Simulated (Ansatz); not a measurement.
# Ni (Fm-3m) in Ansatz: relaxation of cell and atoms with BLYP+D4

Aim: the relaxation of cell and atoms of Ni with BLYP+D4.

Everything below comes from runs of Ansatz 0.2.0. Logs are shortened: lines on timing, memory, paths and dates and some standing lists are left out, and cuts for length are marked.

### Step 1. The crystal as given

Symmetry: Fm-3m, No. 225, cubic system. The conventional cell has a = 3.475 Å, b = 3.475 Å, c = 3.475 Å, α = 90.00°, β = 90.00°, γ = 90.00°. Ni (site symmetry m-3m) is surrounded by 12 Ni at 2.46 Å.

### Step 2. Relaxation of cell and atoms, BLYP+D4, collinear spin, ferromagnetic start

Input file input.yaml:

```yaml
crystal:
  lattice:
    - [0.0, 1.737572933, 1.737572933]
    - [1.737572933, 0.0, 1.737572933]
    - [1.737572933, 1.737572933, 0.0]
  atoms:
    - { symbol: Ni, position: [0.0, 0.0, 0.0], spin: 1.0 }
kpoints:
  mp_grid: { grid: [13, 13, 13] }
scf:
  occupations: { method: fermi_dirac, width: 0.05 }
hamiltonian:
  xc: blyp
  dispersion: d4
  pseudopotentials: { kind: all_electron, lapw: { basis_error: 0.001 } }
magnetization:
  spin_polarized: true
output:
  forces: true
  stress: true
relax:
  f_tol: 0.01
  max_steps: 60
  cell: {}
```

Potentials or basis: all-electron LAPW, scalar-relativistic.

On the command line:

```
> ansatz run input.yaml --threads 2 --pin off --max-ram 6144MiB --backend cpu --events-out ev --progress --plain --runs-dir out
```

The log of the run:

```text
Warning: RAYON_NUM_THREADS=2 ignored (pool sized by the plan → 2); use --threads N
The last accepted step is kept in <dir> (removed where the run ends without a failure and the disk answers)
LAPW: plane waves up to 9.492 Å⁻¹, error target 1.0e-3 eV per atom; small_component_spin mean_spin; Ni in spheres of 1.192 Å, 18 of its electrons in bands, Dirac shells [] (how accurate: hamiltonian.pseudopotentials.lapw.basis_error, Limitations)
Engine: ansatz 0.2.0, aarch64-unknown-linux-gnu
Pseudopotentials: kind: all_electron
Pseudopotential: Ni, LAPW, valence charge 18, lapw/all_electron/scalar/gaussian/Ni, Koelling and Harmon's equation, gaussian nucleus
Functional definition: BLYP
  parameter beta = 0.0042
  parameter a = 0.04918
  parameter b = 0.132
  parameter c = 0.2533
  parameter d = 0.349
  exchange = b88_x(beta = beta)
  correlation = lyp_c(a = a, b = b, c = c, d = d)
Crystal: 1 atoms, lattice volume = 10.492 Å³
Basis set: ecut = 343.2546570724194 eV, 169 PW (Γ), exchange–correlation at level 2
Bands: 14, of which v1, the nominal top of the filled ones, is band 9 counted from 1 (8 counted from 0)
Symmetry: 48 space group operations
Space group: Fm-3m (ITA 225), of the structure as read, at distance tolerance 2.2e-5 Å
Magnetic group: BNS 225.116 (UNI 1618), of the structure as read, at distance tolerance 2.2e-5 Å
k-points: 84 of 2197
Non-local potential: Ni, projectors of the file, none
Initial density: superposition of atomic densities (chi_scale 0.1, normalization cell)
Starting moments: Σ|m| = 1 μB on 1 of 1 site
Initial wavefunctions: plane waves of lowest kinetic energy (no species holds an atomic orbital)
Functional: x = b88, c = lyp
iter 1 solved again at ethr=3.61e-5 eV; its pass at ethr=1.00e-1 eV (dr2=6.50e-3 eV) is discarded
SCF iter   1: F=—  HF=-41392.260332 eV  |F-HF|=—  |Δ(HF+E_count)|=         —  Δρ=1.82e-2 (↑1.57e-2 ↓1.82e-2)  dr2=6.46e-3  dr2_m=2.57e-2  M=0.672 μB ∫|m|=0.745 μB  β_m=0.30  ethr=3.61e-5  ⟨swp⟩=3.4  Hψ=17953  notcnv=0
Mixer restart at iter 1: flushing history
preconditioner: auto → none  [metal: Δε(μ)=0.013 eV  Ē_g=17.298 eV  σ=0.050 eV  W_gap=0.06  n_scr=0 (ndim 8)  ℏωp=36.3 eV  f_vac=0.000  D(μ)=1.78/eV (n_scr^D=26)]
SCF iter   2: F=—  HF=-41392.295686 eV  |F-HF|=—  |Δ(HF+E_count)|=         —  Δρ=1.50e-2 (↑1.36e-2 ↓1.50e-2)  dr2=1.91e-3  dr2_m=1.91e-2  M=0.627 μB ∫|m|=0.682 μB  β_m=0.30  ethr=3.59e-5  ⟨swp⟩=2.0  Hψ=6255  notcnv=0
Mixer restart at iter 2: flushing history
SCF iter   3: F=—  HF=-41392.298659 eV  |F-HF|=—  |Δ(HF+E_count)|=   2.97e-3  Δρ=1.06e-2 (↑9.65e-3 ↓1.06e-2)  dr2=9.49e-4  dr2_m=9.62e-3  M=0.624 μB ∫|m|=0.683 μB  β_m=0.65  ethr=1.06e-5  ⟨swp⟩=2.0  Hψ=6211  notcnv=0
iter 4 solved again at ethr=7.01e-8 eV; its pass at ethr=5.27e-6 eV (dr2=1.26e-5 eV) is discarded
SCF iter   4: F=—  HF=-41392.304253 eV  |F-HF|=—  |Δ(HF+E_count)|=   5.59e-3  Δρ=4.48e-4 (↑1.35e-4 ↓4.48e-4)  dr2=1.26e-5  dr2_m=3.16e-6  M=0.618 μB ∫|m|=0.690 μB  β_m=0.61  ethr=7.01e-8  ⟨swp⟩=2.2  Hψ=11410  notcnv=0
SCF iter   5: F=—  HF=-41392.304407 eV  |F-HF|=—  |Δ(HF+E_count)|=         —  Δρ=2.65e-4 (↑2.65e-4 ↓2.23e-4)  dr2=7.53e-6  dr2_m=2.23e-6  M=0.618 μB ∫|m|=0.690 μB  β_m=0.55  ethr=7.00e-8  ⟨swp⟩=3.0  Hψ=7007  notcnv=0
the basis was enlarged: its passes take 663.5 KiB over the memory plan, 2 of 2 planned eigensolver slots
SCF iter   6: F=—  HF=-41392.304399 eV  |F-HF|=—  |Δ(HF+E_count)|=   8.01e-6  Δρ=1.03e-4 (↑1.00e-4 ↓1.03e-4)  dr2=4.90e-7  dr2_m=7.01e-7  M=0.618 μB ∫|m|=0.691 μB  β_m=0.77  ethr=4.18e-8  ⟨swp⟩=2.1  Hψ=6227  notcnv=0
SCF iter   7: F=—  HF=-41392.304452 eV  |F-HF|=—  |Δ(HF+E_count)|=   5.38e-5  Δρ=2.11e-5 (↑1.51e-5 ↓2.11e-5)  dr2=1.04e-8  dr2_m=2.17e-8  M=0.618 μB ∫|m|=0.692 μB  β_m=0.71  ethr=2.72e-9  ⟨swp⟩=3.0  Hψ=6914  notcnv=0
SCF iter   8: F=—  HF=-41392.304453 eV  |F-HF|=—  |Δ(HF+E_count)|=   1.57e-7  Δρ=4.31e-6 (↑4.31e-6 ↓3.22e-6)  dr2=1.18e-9  dr2_m=9.13e-10  M=0.618 μB ∫|m|=0.692 μB  β_m=0.86  ethr=5.78e-11  ⟨swp⟩=3.2  Hψ=7113  notcnv=0
SCF iter   9: F=-41392.304453 eV  HF=-41392.304453 eV  |F-HF|=7.28e-11  |Δ(HF+E_count)|=   9.18e-8  Δρ=6.79e-7 (↑3.73e-7 ↓6.79e-7)  dr2=1.50e-11  dr2_m=2.07e-11  M=0.618 μB ∫|m|=0.692 μB  ethr=6.56e-12  ⟨swp⟩=3.0  Hψ=6872  notcnv=0
SCF 1 converged in 9 iterations: F = -41392.304453 eV  dr2 = 1.50e-11
relax step   1: F+E_penalty+E_count = -41392.30445259 eV  Δ(F+E_penalty+E_count) = +0.000e0 eV  max|allowed force component| = 0.000e0 eV/Å  Δτ_max = 0.0000 Å  P = +4.372 GPa  Ω = 10.492 Å³  (9 SCF iters, accepted)
Crystal: 1 atoms, lattice volume = 10.591 Å³
Basis set: ecut = 341.1060819443207 eV, 169 PW (Γ), exchange–correlation at level 2
Initial density: handed on by an earlier stage of this run
Starting moments: Σ|m| = 1 μB on 1 of 1 site; this step starts from the density that it was given
Initial wavefunctions: those handed on with the density
iter 1 solved again at ethr=5.20e-9 eV; its pass at ethr=1.00e-1 eV (dr2=9.36e-7 eV) is discarded
SCF iter   1: F=—  HF=-41392.306468 eV  |F-HF|=—  |Δ(HF+E_count)|=         —  Δρ=7.48e-5 (↑7.48e-5 ↓4.53e-5)  dr2=1.93e-7  dr2_m=2.43e-7  M=0.619 μB ∫|m|=0.694 μB  β_m=0.65  ethr=5.20e-9  ⟨swp⟩=5.2  Hψ=15385  notcnv=0
preconditioner: auto → none  [metal: Δε(μ)=0.034 eV  Ē_g=17.146 eV  σ=0.050 eV  W_gap=0.17  n_scr=0 (ndim 8)  ℏωp=36.1 eV  f_vac=0.000  D(μ)=1.49/eV (n_scr^D=14)]
SCF iter   2: F=—  HF=-41392.306497 eV  |F-HF|=—  |Δ(HF+E_count)|=   2.93e-5  Δρ=2.19e-5 (↑1.38e-5 ↓2.19e-5)  dr2=6.90e-8  dr2_m=7.32e-9  M=0.619 μB ∫|m|=0.694 μB  β_m=0.39  ethr=1.07e-9  ⟨swp⟩=3.0  Hψ=7132  notcnv=0
SCF iter   3: F=—  HF=-41392.306489 eV  |F-HF|=—  |Δ(HF+E_count)|=   7.98e-6  Δρ=1.99e-5 (↑1.99e-5 ↓1.12e-5)  dr2=2.61e-8  dr2_m=8.86e-9  M=0.619 μB ∫|m|=0.694 μB  β_m=0.48  ethr=3.84e-10  ⟨swp⟩=3.0  Hψ=7130  notcnv=0
SCF iter   4: F=—  HF=-41392.306496 eV  |F-HF|=—  |Δ(HF+E_count)|=   6.84e-6  Δρ=1.29e-5 (↑9.93e-6 ↓1.29e-5)  dr2=2.17e-8  dr2_m=8.77e-10  M=0.619 μB ∫|m|=0.694 μB  β_m=0.74  ethr=1.45e-10  ⟨swp⟩=3.0  Hψ=7134  notcnv=0
iter 5 solved again at ethr=1.00e-12 eV; its pass at ethr=1.21e-10 eV (dr2=4.04e-11 eV) is discarded
SCF iter   5: F=—  HF=-41392.306499 eV  |F-HF|=—  |Δ(HF+E_count)|=   3.40e-6  Δρ=7.62e-7 (↑2.42e-7 ↓7.62e-7)  dr2=4.02e-11  dr2_m=8.56e-12  M=0.618 μB ∫|m|=0.694 μB  β_m=0.84  ethr=1.00e-12  ⟨swp⟩=2.0  Hψ=11747  notcnv=0
SCF iter   6: F=-41392.306499 eV  HF=-41392.306499 eV  |F-HF|=9.82e-10  |Δ(HF+E_count)|=   6.18e-9  Δρ=6.95e-7 (↑2.78e-7 ↓6.95e-7)  dr2=4.15e-11  dr2_m=6.09e-12  M=0.618 μB ∫|m|=0.694 μB  ethr=1.00e-12  ⟨swp⟩=3.0  Hψ=7056  notcnv=0
SCF 2 converged in 6 iterations: F = -41392.306499 eV  dr2 = 4.15e-11
relax step   2: F+E_penalty+E_count = -41392.30649943 eV  Δ(F+E_penalty+E_count) = -2.047e-3 eV  max|allowed force component| = 0.000e0 eV/Å  Δτ_max = 0.0000 Å  P = +2.254 GPa  Ω = 10.591 Å³  (6 SCF iters, accepted)
Crystal: 1 atoms, lattice volume = 10.699 Å³
Basis set: ecut = 338.81185864359463 eV, 169 PW (Γ), exchange–correlation at level 2
iter 1 solved again at ethr=5.42e-9 eV; its pass at ethr=1.00e-1 eV (dr2=9.75e-7 eV) is discarded
SCF iter   1: F=—  HF=-41392.307241 eV  |F-HF|=—  |Δ(HF+E_count)|=         —  Δρ=8.07e-5 (↑8.07e-5 ↓5.00e-5)  dr2=2.21e-7  dr2_m=2.97e-7  M=0.619 μB ∫|m|=0.696 μB  β_m=0.65  ethr=5.42e-9  ⟨swp⟩=5.1  Hψ=15411  notcnv=0
preconditioner: auto → none  [metal: Δε(μ)=0.030 eV  Ē_g=17.019 eV  σ=0.050 eV  W_gap=0.15  n_scr=0 (ndim 8)  ℏωp=35.9 eV  f_vac=0.000  D(μ)=1.51/eV (n_scr^D=14)]
SCF iter   2: F=—  HF=-41392.307276 eV  |F-HF|=—  |Δ(HF+E_count)|=   3.49e-5  Δρ=2.40e-5 (↑1.52e-5 ↓2.40e-5)  dr2=8.53e-8  dr2_m=8.45e-9  M=0.619 μB ∫|m|=0.695 μB  β_m=0.39  ethr=1.23e-9  ⟨swp⟩=3.0  Hψ=7139  notcnv=0
SCF iter   3: F=—  HF=-41392.307266 eV  |F-HF|=—  |Δ(HF+E_count)|=   9.66e-6  Δρ=2.12e-5 (↑2.12e-5 ↓1.23e-5)  dr2=3.00e-8  dr2_m=1.06e-8  M=0.619 μB ∫|m|=0.695 μB  β_m=0.48  ethr=4.74e-10  ⟨swp⟩=3.0  Hψ=7136  notcnv=0
SCF iter   4: F=—  HF=-41392.307274 eV  |F-HF|=—  |Δ(HF+E_count)|=   8.15e-6  Δρ=1.40e-5 (↑1.06e-5 ↓1.40e-5)  dr2=2.56e-8  dr2_m=1.11e-9  M=0.619 μB ∫|m|=0.695 μB  β_m=0.74  ethr=1.66e-10  ⟨swp⟩=3.0  Hψ=7141  notcnv=0
iter 5 solved again at ethr=1.00e-12 eV; its pass at ethr=1.42e-10 eV (dr2=4.49e-11 eV) is discarded
SCF iter   5: F=—  HF=-41392.307278 eV  |F-HF|=—  |Δ(HF+E_count)|=   4.14e-6  Δρ=8.11e-7 (↑2.48e-7 ↓8.11e-7)  dr2=4.47e-11  dr2_m=1.04e-11  M=0.619 μB ∫|m|=0.695 μB  β_m=0.84  ethr=1.00e-12  ⟨swp⟩=2.1  Hψ=11759  notcnv=0
SCF iter   6: F=-41392.307278 eV  HF=-41392.307278 eV  |F-HF|=8.88e-10  |Δ(HF+E_count)|=   6.72e-9  Δρ=6.82e-7 (↑2.45e-7 ↓6.82e-7)  dr2=3.77e-11  dr2_m=6.57e-12  M=0.619 μB ∫|m|=0.695 μB  ethr=1.00e-12  ⟨swp⟩=3.0  Hψ=7086  notcnv=0
SCF 3 converged in 6 iterations: F = -41392.307278 eV  dr2 = 3.77e-11
relax step   3: F+E_penalty+E_count = -41392.30727839 eV  Δ(F+E_penalty+E_count) = -7.790e-4 eV  max|allowed force component| = 0.000e0 eV/Å  Δτ_max = 0.0000 Å  P = +0.085 GPa  Ω = 10.699 Å³  (6 SCF iters, accepted)
Crystal: 1 atoms, lattice volume = 10.703 Å³
Basis set: ecut = 338.72176899583235 eV, 169 PW (Γ), exchange–correlation at level 2
iter 1 solved again at ethr=1.65e-11 eV; its pass at ethr=1.00e-1 eV (dr2=2.98e-9 eV) is discarded
SCF iter   1: F=—  HF=-41392.307279 eV  |F-HF|=—  |Δ(HF+E_count)|=         —  Δρ=3.10e-6 (↑3.10e-6 ↓2.00e-6)  dr2=3.85e-10  dr2_m=4.17e-10  M=0.619 μB ∫|m|=0.695 μB  β_m=0.65  ethr=1.65e-11  ⟨swp⟩=5.8  Hψ=14867  notcnv=0
preconditioner: auto → none  [metal: Δε(μ)=0.028 eV  Ē_g=17.021 eV  σ=0.050 eV  W_gap=0.14  n_scr=0 (ndim 8)  ℏωp=35.9 eV  f_vac=0.000  D(μ)=1.50/eV (n_scr^D=14)]
SCF iter   2: F=-41392.307280 eV  HF=-41392.307280 eV  |F-HF|=7.18e-9  |Δ(HF+E_count)|=   6.85e-8  Δρ=1.35e-6 (↑8.51e-7 ↓1.35e-6)  dr2=2.00e-10  dr2_m=1.41e-11  M=0.619 μB ∫|m|=0.695 μB  ethr=2.14e-12  ⟨swp⟩=3.0  Hψ=7139  notcnv=0
SCF 4 converged in 2 iterations: F = -41392.307280 eV  dr2 = 2.00e-10
relax step   4: F+E_penalty+E_count = -41392.30727953 eV  Δ(F+E_penalty+E_count) = -1.144e-6 eV  max|allowed force component| = 0.000e0 eV/Å  Δτ_max = 0.0000 Å  P = +0.001 GPa  Ω = 10.703 Å³  (2 SCF iters, accepted)
iter 1 solved again at ethr=1.00e-12 eV; its pass at ethr=1.00e-1 eV (dr2=1.34e-10 eV) is discarded
SCF iter   1: F=—  HF=-41392.307280 eV  |F-HF|=—  |Δ(HF+E_count)|=         —  Δρ=8.50e-7 (↑6.61e-7 ↓8.50e-7)  dr2=1.34e-10  dr2_m=8.32e-12  M=0.619 μB ∫|m|=0.695 μB  β_m=0.65  ethr=1.00e-12  ⟨swp⟩=3.5  Hψ=12033  notcnv=0
preconditioner: auto → none  [metal: Δε(μ)=0.028 eV  Ē_g=17.022 eV  σ=0.050 eV  W_gap=0.14  n_scr=0 (ndim 8)  ℏωp=35.9 eV  f_vac=0.000  D(μ)=1.50/eV (n_scr^D=14)]
SCF iter   2: F=—  HF=-41392.307280 eV  |F-HF|=—  |Δ(HF+E_count)|=   1.88e-9  Δρ=1.66e-6 (↑1.47e-6 ↓1.66e-6)  dr2=4.58e-10  dr2_m=1.70e-12  M=0.619 μB ∫|m|=0.695 μB  β_m=0.31  ethr=1.00e-12  ⟨swp⟩=3.0  Hψ=7138  notcnv=0
SCF iter   3: F=-41392.307280 eV  HF=-41392.307280 eV  |F-HF|=3.40e-8  |Δ(HF+E_count)|=   1.63e-8  Δρ=3.41e-6 (↑2.42e-6 ↓3.41e-6)  dr2=1.57e-9  dr2_m=7.24e-11  M=0.619 μB ∫|m|=0.695 μB  ethr=1.00e-12  ⟨swp⟩=3.0  Hψ=7131  notcnv=0
SCF 5 converged in 3 iterations: F = -41392.307280 eV  dr2 = 1.57e-9
relax step   5: F+E_penalty+E_count = -41392.30727989 eV  Δ(F+E_penalty+E_count) = -3.596e-7 eV  max|allowed force component| = 0.000e0 eV/Å  Δτ_max = 0.0000 Å  P = +0.003 GPa  Ω = 10.703 Å³  stress off target by 3.44e-3 GPa  SCF on the basis re-selected at this cell (its energy is not comparable with the rows above)  (3 SCF iters)
basis re-selected at this cell: Δ(F+E_penalty+E_count) = -3.596e-7 eV, ΔP = +0.002 GPa vs the last step (what re-selecting the basis moved, after the strain that the cell walked since its last selection, with what the two solves' SCF thresholds leave and, on support functions, any second-order correction that the steps lacked; it is no measure of the basis error at this ecutwfc). This SCF's stress stands 3.44e-3 GPa from its target on what of the cell is left free (relax.cell.stress_tol is 5.00e-2 GPa) and its largest allowed force component is 0.00e0 eV/Å (relax.f_tol is 1.00e-2 eV/Å): within both
SCF converged after 3 iterations
Magnetization: 0.6189 μB (9.3095 up, 8.6905 down)
Absolute magnetization: 0.6952 μB (∫|ρ↑−ρ↓|)
Spin contamination: 0.0058 ħ² per cell (⟨S²⟩ above its minimum at these occupations)
Per-site moments (μB) at R_I (Å): [(0.644995711671184, 1.1997380626288572)]
Free energy (F): -41392.307280 eV
Harris-Foulkes:  -41392.307280 eV  (|F-HF|=3.40e-8)
Internal energy: -41392.294821 eV  (E = F + TS)
E sigma→0 (E₀):  -41392.301050 eV
Entropy (-TS):   -0.012459 eV (-12.459 meV/atom)
Fermi energy:    19.122338 eV
--- Per-component energies (eV) ---
  E_band       = -266.479596
  E_kinetic    = 42060.093745
  E_xc         = -1740.127522
  E_electrostatic = -81711.363635  (all electrons and nuclei)
  E_disp       = -0.897409  (pairwise vdW)
  E_smearing   = -0.012459  (= −TS)
  E_closure    = 0.000000  (closes the sum)
  E_atoms      = -41385.278062  (free atoms, spherical and without spin; not in F)
  Σ components = -41392.307280   (vs F -41392.307280, Δ=0.00e0)
  Basis errors (estimates in eV, not in F): energy 2.4e-4 per atom: plane waves 2.1e-4 (1.1e-4 summed), levels above the bands 3.5e-176, relativity 1.2e-7, radial functions 2.9e-5, core shells 1.3e-9; eigenvalues (radial functions only) 2.1e-6; not estimated: angular momenta, meshes, grids; target (lapw.basis_error) 1.0e-3; muffin-tin radii Ni 1.200 Å
--- Forces (eV/Å), atoms counted from 1 ---
  atom   1  Ni    -0.00000000     0.00000000     0.00000000
  max |Σ_I F_I| component: 4.62e-33 eV/Å
--- Stress (GPa, compression-positive) ---
        0.003437       0.000000       0.000000
        0.000000       0.003437       0.000000
        0.000000       0.000000       0.003437
  P = ⅓ Tr σ = 0.0034 GPa (0.034 kbar)
--- Relaxed structure (4 steps of the walk, 4 accepted, 1 SCFs on fresh bases) ---
  F+E_penalty+E_count = -41392.30727989 eV   max|allowed force component| = 0.000e0 eV/Å   (the final SCF, on the basis selected at the relaxed cell)
  cell:  # Å, volume = 10.7033 Å³
    - [5.672582145997049e-36, 1.7491606853067458, 1.7491606853067458]
    - [1.7491606853067458, -1.3186265514817692e-35, 1.7491606853067458]
    - [1.7491606853067458, 1.7491606853067458, 8.284955502706208e-35]
  atoms:
    - { symbol: Ni, position: [0.0, 0.0, 0.0] }
```

Wall time 22 s (2 threads of Arm Neoverse V2, shared host); peak memory 0.35 GiB.

Results:

```
Free energy                            : -41392.3073 eV
Relaxed volume                         : 10.70 Å³/atom
Relaxed cell                           : a = 2.474 Å, b = 2.474 Å, c = 2.474 Å, α = 60.00°, β = 60.00°, γ = 60.00°
Space group after relaxing (to 0.05 Å) : Fm-3m (No. 225)
Energy gained by relaxing              : 2.8 meV/atom
Ionic steps                            : 5
Pressure after relaxing                : 0.0 GPa
Net moment                             : 0.62 μB per cell
Absolute moment                        : 0.70 μB per cell
Site moments                           : Ni +0.64 μB
```

The path:
| step | energy change (eV) | largest force (eV/Å) | volume (Å³) |
| --- | --- | --- | --- |
| 1 | 0.0000 | 0.0000 | 10.49 |
| 2 | -0.0020 | 0.0000 | 10.59 |
| 3 | -0.0028 | 0.0000 | 10.70 |
| 4 | -0.0028 | 0.0000 | 10.70 |
| 5 | -0.0028 | 0.0000 | 10.70 |

Final structure:
```
Ni
1.0
     0.00000    1.74916    1.74916
     1.74916    0.00000    1.74916
     1.74916    1.74916    0.00000
Ni
1
Direct
  0.00000 0.00000 0.00000
```
